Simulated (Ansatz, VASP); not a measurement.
One calculation of Au, two programs

```
Au
1.0
     3.67308    2.12065    6.59588
    -3.67308    2.12065    6.59588
     0.00000   -4.24131    6.59588
Au
12
Direct
  0.02340 0.63884 0.02340
  0.02340 0.02340 0.63884
  0.63884 0.02340 0.02340
  0.97660 0.36116 0.97660
  0.36116 0.97660 0.97660
  0.97660 0.97660 0.36116
  0.23707 0.60770 0.23707
  0.23707 0.23707 0.60770
  0.60770 0.23707 0.23707
  0.76293 0.39230 0.76293
  0.39230 0.76293 0.76293
  0.76293 0.76293 0.39230
```

Alike in both runs: functional PBE; k mesh 6 × 6 × 6; occupations gaussian, width 0.1 eV; no spin polarisation.

Ansatz relaxed the structure, and its values are those at the end. VASP's run is a single point on that final structure, the one shown.

```csv
,VASP,Ansatz
version,VASP 6.6.1,Ansatz 0.2.0
potentials or method,"VASP PAW PBE potentials, release 64 (Au)","scalar-relativistic, plane waves, PAW"
plane-wave cutoff (eV),520,420
valence electrons in the cell,132,228
```

|  | VASP | Ansatz | Ansatz less VASP |
| --- | --- | --- | --- |
| gap on the k mesh at the Fermi level (eV) | none | none | - |
| pressure (GPa) | -0.1 | 0.0 | +0.12 |

A gap of «none» marks a metal or a gap that the smearing closes. With one functional, cell and mesh, what is left measures potentials, basis and numerics. The two sets of potentials don't hold the same shells in valence.

Spin-orbit coupling is left out, which matters for the levels of Au.
